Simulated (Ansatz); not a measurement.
ScAl$_{3}$ (I4/mmm), symmetry broken, then relaxed

These are results of DFT PBEsol, scalar-relativistic, plane waves, PAW (Ansatz), not measurements. Settings: plane waves to 420 eV, k-mesh 12×12×12 (Γ-centred), Gaussian smearing 0.15 eV. No spin polarisation. Energies are free energies at this smearing, counted from the undisturbed cell; pressure is positive in compression.

Reference structure (relaxed at this level; it needn't be the usual structure):

```
CELL_PARAMETERS angstrom
-1.99574 1.99574 4.36982
1.99574 -1.99574 4.36982
1.99574 1.99574 -4.36982
ATOMIC_POSITIONS crystal
Sc 0.00000 0.00000 0.00000
Al 0.75000 0.25000 0.50000
Al 0.25000 0.75000 0.50000
Al 0.50000 0.50000 0.00000
```

The atoms are displaced (Å, in the unstrained cell):

```csv
atom,ux,uy,uz
Sc1,-0.217,0.050,-0.118
Al2,0.149,-0.050,0.087
Al3,0.040,0.344,-0.061
Al4,0.028,-0.344,0.092
```

Cell and atoms are then relaxed.

Does the relaxation return to the undisturbed structure?

Yes (up to a choice of domain or origin): same space group and volume, and an energy 0.0 meV/atom from it. The disturbance itself cost 415.0 meV/atom. The final space group reads I4/mmm (tolerance 0.05 Å) and the volume changes by -0.01 %.

Final structure:

```
CELL_PARAMETERS angstrom
-1.99457 1.99460 4.37464
1.99459 -1.99446 4.37459
1.99450 1.99439 -4.37458
ATOMIC_POSITIONS crystal
Sc 0.99994 0.99998 0.99999
Al 0.74996 0.24995 0.49999
Al 0.25002 0.75001 0.50005
Al 0.50008 0.50006 0.99997
```

The relaxation, step by step (energy from the first step; small jumps at an unchanged geometry come where the plane waves are selected anew for the new cell):

```
step  ΔE (meV/atom) largest force component (eV/Å) pressure (GPa)
   1            0.0                           3.650            9.11
   2         -333.6                           1.457            4.69
   3         -383.9                           0.539            2.11
   4         -410.6                           0.166            1.38
   5         -414.5                           0.007           -0.69
   6         -415.0                           0.002            0.00
   7         -415.0                           0.002            0.01
```

Cost: 3 runs of about 14 core-minutes in all, on Arm Neoverse V2 (shared hosts).